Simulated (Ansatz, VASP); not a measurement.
## Re: VASP beside Ansatz

```
CELL_PARAMETERS angstrom
14.00000 0.00000 0.00000
0.00000 14.40000 0.00000
0.00000 0.00000 14.80000
ATOMIC_POSITIONS crystal
Re 0.50000 0.50000 0.50000
```

The cell was built by a generator and needn't be a form met in nature.

Alike in both runs: task single point; functional LDA; k mesh 1 × 1 × 1; occupations fermi-dirac, width 0.01 eV; collinear spin.

|  | VASP | Ansatz |
| --- | --- | --- |
| version | VASP 6.6.1 | Ansatz 0.2.0 |
| potentials or method | VASP PAW LDA potentials, release 64 (Re) | plane waves (420 eV) with PAW, scalar-relativistic |
| plane-wave cutoff (eV) | 520 | 420 |
| valence electrons in the cell | 7 | 15 |

```tsv
	VASP	Ansatz	Ansatz less VASP
gap on the k mesh at the Fermi level (eV)	1.19	1.30	+0.106
net moment per atom (μB)	5.00	5.00	0.000
size of the moment on the site where the two differ most (μB)	4.40	5.00	+0.601
```

Site moments also hang on the region over which each program counts them. The two sets of potentials don't hold the same shells in valence. Ansatz warned: «pseudo_functional_mismatch».

Caveats: spin-orbit coupling is left out, which moves the levels of the heavy elements. Expect the measured gap to be larger: semilocal functionals such as LDA lack the derivative discontinuity.
